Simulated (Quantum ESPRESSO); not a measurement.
# MoS2 in Quantum ESPRESSO: reference runs

How does MoS2 come out in PBE? The cell is run as given and disturbed.

All numbers are computed with Quantum ESPRESSO 7.5; they aren't measurements. Logs are shortened: lines on timing, memory, paths and dates and some standing lists are left out, and cuts for length are marked.

## (1) The structure

The cell holds a slab with vacuum, 3 atoms: a = 3.184 Å, b = 3.184 Å, c = 17.335 Å, α = 90.00°, β = 90.00°, γ = 120.00°.

## (2) Single point, PBE

pw.in reads:

```
&CONTROL
  calculation = 'scf'
  prefix = 'pwscf'
  outdir = './tmp'
  pseudo_dir = './pseudo'
  tprnfor = .true.
  tstress = .true.
  disk_io = 'low'
/
&SYSTEM
  ibrav = 0
  celldm(1) = 8
  nat = 3
  ntyp = 2
  ecutwfc = 60
  ecutrho = 440
  nbnd = 20
  occupations = 'smearing'
  smearing = 'fd'
  degauss = 0.00367493
/
&ELECTRONS
  conv_thr = 6d-10
  electron_maxstep = 120
  mixing_beta = 0.5
/
ATOMIC_SPECIES
Mo    95.9500 Mo_ONCV_PBE-1.0.oncvpsp.upf
S     32.0600 s_pbe_v1.4.uspp.F.UPF
CELL_PARAMETERS alat
  0.7521407802045   0.0000000000000   0.0000000000000
 -0.3760703901022   0.6513730228704   0.0000000000000
  0.0000000000000   0.0000000000000   4.0947057981814
ATOMIC_POSITIONS crystal
Mo     0.0000000000    0.0000000000    0.0000000000
S      0.3333333333    0.6666666667    0.9105070200
S      0.3333333333    0.6666666667    0.0894929800
K_POINTS automatic
10 10 2 0 0 0
```

pp_density.in reads:

```
&INPUTPP
  prefix = 'pwscf'
  outdir = './tmp'
  filplot = 'density.dat'
  plot_num = 0
/
&PLOT
  nfile = 1
  filepp(1) = 'density.dat'
  iflag = 3
  output_format = 6
  fileout = 'density.cube'
/
```

pp_potential.in reads:

```
&INPUTPP
  prefix = 'pwscf'
  outdir = './tmp'
  filplot = 'potential.dat'
  plot_num = 11
/
&PLOT
  nfile = 1
  filepp(1) = 'potential.dat'
  iflag = 3
  output_format = 6
  fileout = 'potential.cube'
/
```

Potentials or basis: SSSP 1.3 efficiency PBE.

On the command line:

```bash
$ OMP_NUM_THREADS=1 pw.x -in pw.in > pw.out
$ OMP_NUM_THREADS=1 pp.x -in pp_density.in > pp_density.out
$ OMP_NUM_THREADS=1 pp.x -in pp_potential.in > pp_potential.out
```

pw.out:

```text
This program is part of the open-source Quantum ESPRESSO suite
     for quantum simulation of materials; please cite
         "P. Giannozzi et al., J. Phys.:Condens. Matter 21 395502 (2009);
         "P. Giannozzi et al., J. Phys.:Condens. Matter 29 465901 (2017);
         "P. Giannozzi et al., J. Chem. Phys. 152 154105 (2020);
     in publications or presentations arising from this work. More details at

     Message from routine setup:
     using ibrav=0 with symmetry is DISCOURAGED, use correct ibrav instead

     G-vector sticks info
     --------------------
     sticks:   dense  smooth     PW     G-vecs:    dense   smooth      PW
     Sum        1099     595    169               160029    64475   10143

     Using Slab Decomposition

     bravais-lattice index     =            0
     lattice parameter (alat)  =       8.0000  a.u.
     unit-cell volume          =    1027.1209 (a.u.)^3
     number of atoms/cell      =            3
     number of atomic types    =            2
     number of electrons       =        26.00
     number of Kohn-Sham states=           20
     kinetic-energy cutoff     =      60.0000  Ry
     charge density cutoff     =     440.0000  Ry
     scf convergence threshold =      6.0E-10
     mixing beta               =       0.5000
     number of iterations used =            8  plain     mixing
     Exchange-correlation=  SLA  PW   PBX  PBC
                           (   1   4   3   4   0   0   0)

     celldm(1)=   8.000000  celldm(2)=   0.000000  celldm(3)=   0.000000
     celldm(4)=   0.000000  celldm(5)=   0.000000  celldm(6)=   0.000000

     crystal axes: (cart. coord. in units of alat)
               a(1) = (   0.752141   0.000000   0.000000 )
               a(2) = (  -0.376070   0.651373   0.000000 )
               a(3) = (   0.000000   0.000000   4.094706 )

     reciprocal axes: (cart. coord. in units 2 pi/alat)
               b(1) = (  1.329538  0.767609 -0.000000 )
               b(2) = (  0.000000  1.535219  0.000000 )
               b(3) = (  0.000000 -0.000000  0.244218 )

     PseudoPot. # 1 for Mo read from file:
     Mo_ONCV_PBE-1.0.oncvpsp.upf
     Pseudo is Norm-conserving, Zval = 14.0
     Generated using ONCVPSP code by D. R. Hamann
     Using radial grid of 1526 points,  6 beta functions with:
                l(1) =   0
                l(2) =   0
                l(3) =   1
                l(4) =   1
                l(5) =   2
                l(6) =   2

     PseudoPot. # 2 for S  read from file:
     s_pbe_v1.4.uspp.F.UPF
     Pseudo is Ultrasoft + core correction, Zval =  6.0
     Generated by new atomic code, or converted to UPF format
     Using radial grid of  907 points,  6 beta functions with:
                l(1) =   0
                l(2) =   0
                l(3) =   1
                l(4) =   1
                l(5) =   2
                l(6) =   2
     Q(r) pseudized with  8 coefficients,  rinner =    1.300   1.300   1.300
                                                       1.300   1.300

     atomic species   valence    mass     pseudopotential
     Mo               14.00    95.95000     Mo( 1.00)
     S                 6.00    32.06000     S ( 1.00)

     12 Sym. Ops. (no inversion) found

   Cartesian axes

     site n.     atom                  positions (alat units)
         1        Mo     tau(   1) = (   0.0000000   0.0000000   0.0000000  )
         2        S      tau(   2) = (  -0.0000000   0.4342487   3.7282584  )
         3        S      tau(   3) = (  -0.0000000   0.4342487   0.3664474  )

     number of k points=    28  Fermi-Dirac smearing, width (Ry)=  0.0037
                       cart. coord. in units 2pi/alat
        k(    1) = (   0.0000000   0.0000000   0.0000000), wk =   0.0100000
        k(    2) = (   0.0000000   0.0000000  -0.1221089), wk =   0.0100000
        k(    3) = (   0.0000000   0.1535219   0.0000000), wk =   0.0600000
        k(    4) = (   0.0000000   0.1535219  -0.1221089), wk =   0.0600000
        k(    5) = (   0.0000000   0.3070437   0.0000000), wk =   0.0600000
        k(    6) = (   0.0000000   0.3070437  -0.1221089), wk =   0.0600000
[... 20 lines left out ...]
        k(   27) = (   0.3988615   0.6908484   0.0000000), wk =   0.0600000
        k(   28) = (   0.3988615   0.6908484  -0.1221089), wk =   0.0600000

     Dense  grid:   160029 G-vectors     FFT dimensions: (  45,  45, 225)

     Smooth grid:    64475 G-vectors     FFT dimensions: (  30,  30, 162)

     Initial potential from superposition of free atoms

     starting charge      25.9989, renormalised to      26.0000

     negative rho (up, down):  3.144E-06 0.000E+00
     Starting wfcs are   18 randomized atomic wfcs +    2 random wfcs

     Self-consistent Calculation

     iteration #  1     ecut=    60.00 Ry     beta= 0.50
     Davidson diagonalization with overlap
     ethr =  1.00E-02,  avg # of iterations =  5.9

     Threshold (ethr) on eigenvalues was too large:
     Diagonalizing with lowered threshold

     Davidson diagonalization with overlap
     ethr =  4.03E-04,  avg # of iterations =  3.0

     negative rho (up, down):  7.858E-07 0.000E+00

     total energy              =    -185.50847547 Ry
     estimated scf accuracy    <       0.11192181 Ry

     iteration #  2     ecut=    60.00 Ry     beta= 0.50
     Davidson diagonalization with overlap
     ethr =  4.30E-04,  avg # of iterations =  5.8
[... 69 lines left out ...]
     iteration # 10     ecut=    60.00 Ry     beta= 0.50
     Davidson diagonalization with overlap
     ethr =  5.77E-12,  avg # of iterations =  2.3

     negative rho (up, down):  3.808E-06 0.000E+00

     End of self-consistent calculation

          k = 0.0000 0.0000 0.0000 (  8091 PWs)   bands (ev):

   -61.0938 -35.2412 -35.0434 -35.0434 -14.3477 -13.0035  -5.8641  -2.9119
    -2.9119  -1.9638  -1.7843  -1.7843  -0.1912   2.5368   2.5368   2.8079
     2.8079   5.1186   5.4652   5.9478

          k = 0.0000 0.0000-0.1221 (  8096 PWs)   bands (ev):

   -61.0938 -35.2412 -35.0434 -35.0434 -14.3477 -13.0035  -5.8641  -2.9119
    -2.9119  -1.9638  -1.7843  -1.7843  -0.1912   2.5368   2.5368   2.8079
     2.8079   5.2408   5.2584   6.0884
[... 43 lines left out ...]
          k = 0.0000 0.6141-0.1221 (  8034 PWs)   bands (ev):

   -61.0600 -35.3806 -35.1730 -35.1213 -12.7135 -12.3704  -5.8013  -4.7793
    -4.2154  -3.3259  -1.9799  -1.3907  -1.0822   1.9611   2.3330   3.4963
     4.0378   6.6047   7.5279   7.6432

          k = 0.0000-0.7676 0.0000 (  8032 PWs)   bands (ev):

   -61.0564 -35.4152 -35.1658 -35.1294 -12.4897 -12.2891  -6.0140  -5.0081
    -4.3188  -3.4426  -2.0678  -1.2404  -0.8609   1.9875   2.5169   3.6698
     4.1157   5.9188   7.6576   8.0263

          k = 0.0000-0.7676-0.1221 (  8064 PWs)   bands (ev):

   -61.0564 -35.4152 -35.1658 -35.1294 -12.4897 -12.2891  -6.0140  -5.0081
    -4.3188  -3.4426  -2.0678  -1.2404  -0.8609   1.9875   2.5169   3.6698
     4.1157   5.9189   7.6575   8.0273

          k = 0.1330 0.2303 0.0000 (  8113 PWs)   bands (ev):

   -61.0838 -35.2211 -35.1427 -35.0692 -13.9248 -12.8359  -5.4270  -3.6849
    -3.1274  -2.5523  -2.4921  -1.1565  -0.5170   2.0681   2.2422   2.3810
     3.2488   5.7603   6.0325   6.9340
[... 85 lines left out ...]
          k = 0.3989 0.6908-0.1221 (  8018 PWs)   bands (ev):

   -61.0524 -35.3394 -35.2566 -35.1578 -12.2683 -12.1542  -5.5903  -5.0665
    -4.0598  -3.7175  -3.1909  -2.2388  -0.3836   1.5447   2.9091   3.1804
     4.5911   6.9360   7.6459   9.1669

     the Fermi energy is     0.6515 ev

!    total energy              =    -185.53753951 Ry
     estimated scf accuracy    <          1.0E-10 Ry
     smearing contrib. (-TS)   =      -0.00000000 Ry
     internal energy E=F+TS    =    -185.53753951 Ry

     The total energy is F=E-TS. E is the sum of the following terms:
     one-electron contribution =    -903.75171032 Ry
     hartree contribution      =     452.53573739 Ry
     xc contribution           =     -32.57614992 Ry
     ewald contribution        =     298.25458333 Ry

     convergence has been achieved in  10 iterations

     negative rho (up, down):  3.808E-06 0.000E+00

     Forces acting on atoms (cartesian axes, Ry/au):

     atom    1 type  1   force =    -0.00000000   -0.00000000    0.00000000
     atom    2 type  2   force =     0.00000000    0.00000000   -0.00842013
     atom    3 type  2   force =     0.00000000    0.00000000    0.00842013

     Total force =     0.011908     Total SCF correction =     0.000014

     Computing stress (Cartesian axis) and pressure

     negative rho (up, down):  3.808E-06 0.000E+00
          total   stress  (Ry/bohr**3)                   (kbar)     P=        3.88
   0.00001577  -0.00000000   0.00000000            2.32       -0.00        0.00
  -0.00000000   0.00001577  -0.00000000           -0.00        2.32       -0.00
   0.00000000  -0.00000000   0.00004748            0.00       -0.00        6.98

=------------------------------------------------------------------------------=
   JOB DONE.
=------------------------------------------------------------------------------=
```

pp_density.out:

```text
This program is part of the open-source Quantum ESPRESSO suite
     for quantum simulation of materials; please cite
         "P. Giannozzi et al., J. Phys.:Condens. Matter 21 395502 (2009);
         "P. Giannozzi et al., J. Phys.:Condens. Matter 29 465901 (2017);
         "P. Giannozzi et al., J. Chem. Phys. 152 154105 (2020);
     in publications or presentations arising from this work. More details at

     IMPORTANT: XC functional enforced from input :
     Exchange-correlation= PBE
                           (   1   4   3   4   0   0   0)
     Any further DFT definition will be discarded
     Please, verify this is what you really want

     G-vector sticks info
     --------------------
     sticks:   dense  smooth     PW     G-vecs:    dense   smooth      PW
     Sum        1099     595    169               160029    64475   10143

     Using Slab Decomposition

     negative rho (up, down):  3.808E-06 0.000E+00

     Calling punch_plot, plot_num =   0
     Writing data to file  density.dat
     Reading data from file  density.dat

     Writing data to be plotted to file density.cube
     Plot Type: 3D                     Output format: Gaussian cube

=------------------------------------------------------------------------------=
   JOB DONE.
=------------------------------------------------------------------------------=
```

It took 100 s on 1 thread of Arm Neoverse V2, shared host; peak memory 0.66 GiB.

Results:

```yaml
Free_energy: -2524.3668 eV
Largest_force: 0.216 eV/Å
Band_gap_on_the_k_mesh: 1.74 eV, indirect (least direct gap 1.93 eV)
```

Forces in eV/Å, atoms in the order of the input:
```
Mo   0.000  0.000  0.000
S    0.000  0.000 -0.216
S    0.000  0.000  0.216
```

Stress tensor (GPa, compression positive):
```
0.23 0.00 0.00
0.00 0.23 0.00
0.00 0.00 0.70
```

(Part 1 of 2 ends here.)
